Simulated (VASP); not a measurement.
# SiC (Moissanite 3C) (F-43m) in VASP: convergence with k mesh

Aim: find how far k mesh must go before the results for SiC (Moissanite 3C) settle, at LDA. This setting moves, with any that are tied to it; all else stays.

Everything below comes from runs of VASP 6.6.1. Logs are shortened: lines on timing, memory, paths and dates and some standing lists are left out, and cuts for length are marked.

## 1. The structure

The structure is cubic, space group F-43m (No. 216). Conventional cell: a = 4.358 Å, b = 4.358 Å, c = 4.358 Å, α = 90.00°, β = 90.00°, γ = 90.00°. Around Si (site symmetry -43m) lie 4 C at 1.89 Å. C (site symmetry -43m) is surrounded by 4 Si at 1.89 Å.

## 2. With k mesh 3 × 3 × 3

Input file INCAR:

```
SYSTEM = SiC
ALGO = Fast
EDIFF = 1E-7
ENCUT = 600
ISIF = 2
ISMEAR = 0
LASPH = .TRUE.
LCHARG = .FALSE.
LREAL = .FALSE.
LWAVE = .FALSE.
NELM = 100
PREC = Accurate
SIGMA = 0.02
```

Input file KPOINTS:

```
k-points
0
G
  3 3 3
  0 0 0
```

Input file POSCAR:

```
SiC
1.0
    0.0000000000      2.1790000000      2.1790000000
    2.1790000000      0.0000000000      2.1790000000
    2.1790000000      2.1790000000      0.0000000000
Si C
1 1
Direct
    0.0000000000      0.0000000000      0.0000000000
    0.7500000000      0.7500000000      0.7500000000
```

Potentials or basis: VASP PAW LDA potentials, release 64 (Si_GW, C_GW).

Command:

```bash
$ cat potpaw_LDA.64/Si_GW/POTCAR potpaw_LDA.64/C_GW/POTCAR > POTCAR
$ mpirun -np 1 vasp_std > vasp.out
```

OUTCAR:

```text
SYSTEM = SiC
   EDIFF = 1E-7
   ENCUT = 600
   ISIF = 2
   ISMEAR = 0
   LASPH = .TRUE.
   LREAL = .FALSE.
   NELM = 100
   PREC = Accurate

 Found      4 irreducible k-points:

 Following reciprocal coordinates:
            Coordinates               Weight
  0.000000  0.000000  0.000000      1.000000
  0.333333  0.000000  0.000000      8.000000
  0.333333  0.333333  0.000000      6.000000
 -0.333333  0.333333  0.000000     12.000000
   k-points           NKPTS =      4   k-points in BZ     NKDIM =      4   number of bands    NBANDS=      8
   number of dos      NEDOS =    301   number of ions     NIONS =      2
   total plane-waves  NPLWV =  21952
   dimension x,y,z NGX =    28 NGY =   28 NGZ =   28
   dimension x,y,z NGXF=    56 NGYF=   56 NGZF=   56
   ions per type =               1   1
   NGX,Y,Z   is equivalent  to a cutoff of  15.11, 15.11, 15.11 a.u.
   NGXF,Y,Z  is equivalent  to a cutoff of  30.21, 30.21, 30.21 a.u.
 SYSTEM =  SiC
   PREC   = accura    normal or accurate (medium, high low for compatibility)
   ISTART =      0    job   : 0-new  1-cont  2-samecut
   ICHARG =      2    charge: 1-file 2-atom 10-const
   ISPIN  =      1    spin polarized calculation?
   LNONCOLLINEAR =      F non collinear calculations
   LSORBIT =      F    spin-orbit coupling
   LASPH  =      T    aspherical Exc in radial PAW
   ENCUT  =  600.0 eV  44.10 Ry    6.64 a.u.   6.15  6.15  6.15*2*pi/ulx,y,z
   NELM   =    100;   NELMIN=  2; NELMDL= -5     # of ELM steps
   EDIFF  = 0.1E-06   stopping-criterion for ELM
   LREAL  =      F    real-space projection
   EDIFFG = 0.1E-05   stopping-criterion for IOM
   NSW    =      0    number of steps for IOM
   IBRION =     -1    ionic relax: 0-MD 1-quasi-New 2-CG
   NFREE  =      0    steps in history (QN), initial steepest desc. (CG)
   ISIF   =      2    stress and relaxation
   ISYM   =      2    0-nonsym 1-usesym 2-fastsym
   POTIM  = 0.5000    time-step for ionic-motion
   TEBEG  =    0.0;   TEEND  =   0.0 temperature during run
   PSTRESS=    0.0 pullay stress
   NELECT =       8.0000    total number of electrons
   NUPDOWN=      -1.0000    fix difference up-down
   EMIN   =  10.00;   EMAX   =-10.00  energy-range for DOS
   EFERMI =   0.00;   METHOD = LEGACY
   ISMEAR =     0;   SIGMA  =   0.02  broadening in eV -4-tet -1-fermi 0-gaus
   EFERMI_NEDOS =   21; number of points for ismear=-14 and -15
   IALGO  =     68    algorithm
   IMIX   =      4    mixing-type and parameters
     AMIX     =   0.40;   BMIX     =  1.00
     AMIX_MAG =   1.60;   BMIX_MAG =  1.00
  volume/ion in A,a.u.               =      10.35        69.82
  Fermi-wavevector in a.u.,A,eV,Ry     =   1.192626  2.253736 19.352338  1.422357
  Thomas-Fermi vector in A             =   2.328660
   LORBIT       =      0    0 simple, 1 ext, 2 COOP (PROOUT), +10 PAW based schemes
   GGA     = CA    functional components
   LHFCALC =     F    Hartree Fock is set to
   AEXX    =    0.0000 exact exchange contribution
   IVDW    =     0    specifies the selected vdW correction
   LEPSILON=     F    determine dielectric tensor
   LRPA    =     F    only Hartree local field effects (RPA)
 non-spin polarized calculation
 RMM-DIIS sequential band-by-band and
 Gauss-broadening in eV      SIGMA  =   0.02
  energy-cutoff  :      600.00
  volume of cell :       20.69
 maximum number of plane-waves:       701
 NGX is ok and might be reduce to    28
   NGX = 13   NGY = 13   NGZ = 13

 number of electron       8.0000000 magnetization

 Free energy of the ion-electron system (eV)
  ---------------------------------------------------
  ext. energy  EPLUGINS =         0.00000000
  ---------------------------------------------------
  free energy    TOTEN  =       -16.14624958 eV

  energy without entropy =      -16.14624958  energy(sigma->0) =      -16.14624958

 E-fermi :   8.0621     XC(G=0): -11.5130

 val. band max:        7.9045926973   @ k =   0.0000   0.0000   0.0000
 cond. band min:      10.3156638004   @ k =   0.3333   0.3333   0.0000
 fundamental gap:      2.4110711031
 Fermi energy:         8.0621389211

 k-point     1 :       0.0000    0.0000    0.0000
  band No.  band energies     occupation
      1      -7.4996      2.00000
      2       7.9046      2.00000
      3       7.9046      2.00000
      4       7.9046      2.00000
      5      14.1482      0.00000
      6      14.9450      0.00000
      7      14.9450      0.00000
      8      14.9450      0.00000

 k-point     2 :       0.3333    0.0000    0.0000
  band No.  band energies     occupation
      1      -5.4079      2.00000
      2       1.6673      2.00000
      3       7.0404      2.00000
      4       7.0404      2.00000
      5      13.4387      0.00000
      6      15.2953      0.00000
      7      15.2953      0.00000
      8      17.6380      0.00000

 k-point     3 :       0.3333    0.3333    0.0000
  band No.  band energies     occupation
      1      -4.6919      2.00000
      2       2.8496      2.00000
      3       5.2379      2.00000
      4       5.2379      2.00000
      5      10.3157      0.00000
      6      12.8526      0.00000
      7      19.7961      0.00000
      8      20.5164      0.00000

 k-point     4 :      -0.3333    0.3333    0.0000
  band No.  band energies     occupation
      1      -2.7473      2.00000
      2       0.7767      2.00000
      3       2.1454      2.00000
      4       5.6817      2.00000
      5      11.5074      0.00000
      6      16.8993      0.00000
      7      18.4404      0.00000
      8      19.2505      0.00000

------------------------ aborting loop because EDIFF is reached ----------------------------------------

  FORCE on cell =-STRESS in cart. coord.  units (eV):
  Direction    XX          YY          ZZ          XY          YZ          ZX
  --------------------------------------------------------------------------------------
  -------------------------------------------------------------------------------------
  Total       -0.3309728     -0.3309728     -0.3309728      0.0000000      0.0000000     -0.0000000
  in kB      -25.6271988    -25.6271988    -25.6271988      0.0000000      0.0000000     -0.0000000
  external PRESSURE =     -25.6271988 kB  Pullay stress =       0.0000000 kB

 VOLUME and BASIS-vectors are now :
 -----------------------------------------------------------------------------
  energy-cutoff  :      600.00
  volume of cell :       20.69
      direct lattice vectors                 reciprocal lattice vectors
     0.000000000  2.179000000  2.179000000    -0.229463056  0.229463056  0.229463056
     2.179000000  0.000000000  2.179000000     0.229463056 -0.229463056  0.229463056
     2.179000000  2.179000000  0.000000000     0.229463056  0.229463056 -0.229463056

 POSITION                                       TOTAL-FORCE (eV/Angst)
 -----------------------------------------------------------------------------------
      0.00000      0.00000      0.00000        -0.000000     -0.000000     -0.000000
      3.26850      3.26850      3.26850         0.000000      0.000000      0.000000
 -----------------------------------------------------------------------------------
    total drift:                               -0.000000     -0.000000     -0.000000

  FREE ENERGIE OF THE ION-ELECTRON SYSTEM (eV)
  ---------------------------------------------------
  free  energy   TOTEN  =       -16.1462495833 eV

  energy  without entropy=      -16.1462495833  energy(sigma->0) =      -16.14624958
```

Run time: 2 s. Hardware: 1 thread of Intel Xeon 6975P-C (Granite Rapids), shared host; peak memory 0.13 GiB.

Results:

* Free energy: -16.1462 eV
* Pressure: -2.6 GPa
* Band gap on the k mesh: 2.41 eV, indirect (least direct gap 5.08 eV)

## 3. With k mesh 4 × 4 × 4

INCAR is that of step 2.

Input file KPOINTS:

```
k-points
0
G
  4 4 4
  0 0 0
```

POSCAR is that of step 2.

Potentials or basis: VASP PAW LDA potentials, release 64 (Si_GW, C_GW).

Command:

```bash
$ cat potpaw_LDA.64/Si_GW/POTCAR potpaw_LDA.64/C_GW/POTCAR > POTCAR
$ mpirun -np 1 vasp_std > vasp.out
```

It took 2.7 s on 1 thread of Intel Xeon 6975P-C (Granite Rapids), shared host; peak memory 0.14 GiB.

Results:

* Free energy: -16.5270 eV
* Pressure: -3.7 GPa
* Band gap on the k mesh: 1.25 eV, indirect (least direct gap 4.47 eV)

## 4. With k mesh 5 × 5 × 5

INCAR is that of step 3.

Input file KPOINTS:

```
k-points
0
G
  5 5 5
  0 0 0
```

POSCAR is that of step 3.

Command:

```bash
$ cat potpaw_LDA.64/Si_GW/POTCAR potpaw_LDA.64/C_GW/POTCAR > POTCAR
$ mpirun -np 1 vasp_std > vasp.out
```

Wall time 3 s (1 thread of Intel Xeon 6975P-C (Granite Rapids), shared host); peak memory 0.14 GiB.

Results:

* Free energy: -16.6188 eV
* Pressure: -4.0 GPa
* Band gap on the k mesh: 1.75 eV, indirect (least direct gap 4.74 eV)

## 5. With k mesh 6 × 6 × 6

INCAR is that of step 4.

Input file KPOINTS:

```
k-points
0
G
  6 6 6
  0 0 0
```

POSCAR is that of step 4.

Command:

```bash
$ cat potpaw_LDA.64/Si_GW/POTCAR potpaw_LDA.64/C_GW/POTCAR > POTCAR
$ mpirun -np 1 vasp_std > vasp.out
```

Run time: 4 s. Hardware: 1 thread of Intel Xeon 6975P-C (Granite Rapids), shared host; peak memory 0.14 GiB.

Results:

```
Free energy            : -16.6437 eV
Pressure               : -4.1 GPa
Band gap on the k mesh : 1.30 eV, indirect (least direct gap 4.50 eV)
```

## 6. With k mesh 8 × 8 × 8

INCAR is that of step 5.

Input file KPOINTS:

```
k-points
0
G
  8 8 8
  0 0 0
```

POSCAR is that of step 5.

Potentials or basis: VASP PAW LDA potentials, release 64 (Si_GW, C_GW).

Command:

```bash
$ cat potpaw_LDA.64/Si_GW/POTCAR potpaw_LDA.64/C_GW/POTCAR > POTCAR
$ mpirun -np 1 vasp_std > vasp.out
```

Wall time 6.7 s (1 thread of Intel Xeon 6975P-C (Granite Rapids), shared host); peak memory 0.14 GiB.

What came out:

* Free energy: -16.6535 eV
* Pressure: -4.1 GPa
* Band gap on the k mesh: 1.31 eV, indirect (least direct gap 4.51 eV)

## 7. With k mesh 9 × 9 × 9

INCAR is that of step 6.

Input file KPOINTS:

```
k-points
0
G
  9 9 9
  0 0 0
```

POSCAR is that of step 6.

Command:

```bash
$ cat potpaw_LDA.64/Si_GW/POTCAR potpaw_LDA.64/C_GW/POTCAR > POTCAR
$ mpirun -np 1 vasp_std > vasp.out
```

Run time: 6.9 s. Hardware: 1 thread of Intel Xeon 6975P-C (Granite Rapids), shared host; peak memory 0.15 GiB.

What came out:

```
Free energy            : -16.6543 eV
Pressure               : -4.1 GPa
Band gap on the k mesh : 1.45 eV, indirect (least direct gap 4.58 eV)
```

## 8. With k mesh 12 × 12 × 12

INCAR is that of step 7.

Input file KPOINTS:

```
k-points
0
G
  12 12 12
  0 0 0
```

POSCAR is that of step 7.

Command:

```bash
$ cat potpaw_LDA.64/Si_GW/POTCAR potpaw_LDA.64/C_GW/POTCAR > POTCAR
$ mpirun -np 1 vasp_std > vasp.out
```

It took 14 s on 1 thread of Intel Xeon 6975P-C (Granite Rapids), shared host; peak memory 0.15 GiB.

What came out:

* Free energy: -16.6548 eV
* Pressure: -4.1 GPa
* Band gap on the k mesh: 1.31 eV, indirect (least direct gap 4.51 eV)

## 9. With k mesh 14 × 14 × 14

INCAR is that of step 8.

Input file KPOINTS:

```
k-points
0
G
  14 14 14
  0 0 0
```

POSCAR is that of step 8.

Potentials or basis: VASP PAW LDA potentials, release 64 (Si_GW, C_GW).

Command:

```bash
$ cat potpaw_LDA.64/Si_GW/POTCAR potpaw_LDA.64/C_GW/POTCAR > POTCAR
$ mpirun -np 1 vasp_std > vasp.out
```

It took 19 s on 1 thread of Intel Xeon 6975P-C (Granite Rapids), shared host; peak memory 0.16 GiB.

It converged, with:

* Free energy: -16.6548 eV
* Pressure: -4.1 GPa
* Band gap on the k mesh: 1.31 eV, indirect (least direct gap 4.51 eV)

## 10. Summary

```
      k mesh  energy less the tightest run, at zero smearing (meV/atom)  pressure (GPa)  gap on the mesh (eV)  SCF cycles  CPU time (s)  peak memory (GiB)
   3 × 3 × 3                                                     254.26           -2.56                 2.411          17           1.6               0.13
   4 × 4 × 4                                                      63.89           -3.71                 1.255          17           2.3               0.14
   5 × 5 × 5                                                      17.99           -3.98                 1.753          17           2.6               0.14
   6 × 6 × 6                                                       5.52           -4.05                 1.303          17           3.6               0.14
   8 × 8 × 8                                                       0.62           -4.09                 1.309          19           6.3               0.14
   9 × 9 × 9                                                       0.22           -4.09                 1.453          17           6.5               0.15
12 × 12 × 12                                                       0.01           -4.09                 1.310          18            13               0.15
14 × 14 × 14                                                       0.00           -4.09                 1.311          18            18               0.16
```

Against the tightest run, the energy stays within 1 meV/atom from 8 × 8 × 8 on; the pressure stays within 0.1 GPa from 6 × 6 × 6 on; the gap on the mesh stays within 0.01 eV from 12 × 12 × 12 on. Meshes of other sizes hit other points, so gaps and Fermi surfaces needn't settle smoothly. The tightest run that finished is the yardstick and may itself not be fully converged.
